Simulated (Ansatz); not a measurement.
SiC (Moissanite) under changes of volume

One of the cells (10.341 Å³/atom); the others are scaled copies at fixed shape and fractional positions:

```
Si C
1.0
     3.07600    0.00000    0.00000
    -1.53800    2.66389    0.00000
     0.00000    0.00000    5.04800
Si C
2 2
Cartesian
  1.5380 0.8880 2.5240
  0.0000 1.7759 0.0000
  1.5380 0.8880 4.4675
  0.0000 1.7759 1.9435
```

| Property | Result |
| --- | --- |
| Program | Ansatz 0.2.0 |
| Functional | PBE |
| Potentials or basis | Ansatz NC |
| Cutoff | 1116 eV (not typed: the program's choice for these potentials) |
| k mesh | 10 × 10 × 5 |
| Occupations | fermi-dirac, width 0.05 eV |
| Spin | no spin polarisation |

```tsv
volume (Å³/atom)	energy over the lowest point (meV/atom)	pressure (GPa)	gap on the mesh (eV)	largest force (eV/Å)
9.721	46.27	19.7	2.37	0.863
9.927	24.67	13.9	2.41	0.827
10.134	10.18	8.6	2.44	0.792
10.341	?	?	?	?
10.548	0.00	-0.5	2.51	0.729
10.755	3.17	-4.4	2.51	0.700
10.961	11.16	-7.9	2.48	0.672
```

What does the run at 10.341 Å³/atom give?

Energy over the lowest point 2.16 meV/atom; pressure 3.9 GPa; gap on the mesh 2.47 eV; largest force 0.760 eV/Å.

Worked out: A Birch-Murnaghan fit of order 3 (a polynomial in V^(-2/3)) to the other rows has its minimum at 10.52 Å³/atom with B0 = V·E''(V) = 212 GPa and B' = 4.0 at fixed shape and positions, which overstates the stiffness. It gives 2.14 meV/atom at 10.341 Å³/atom, against the run's 2.16, and -dE/dV = 3.9 GPa, against 3.9. A parabola through the other rows of the gap, of slope 1.03 eV per unit of ln V there, gives 2.48 eV, against the run's 2.47.

Energies are extrapolated to zero smearing.

Caveats: odd divisions of the mesh miss points on the zone boundary, where band edges often lie, so the gap on the mesh can be too wide.

A mesh can miss the band edges.
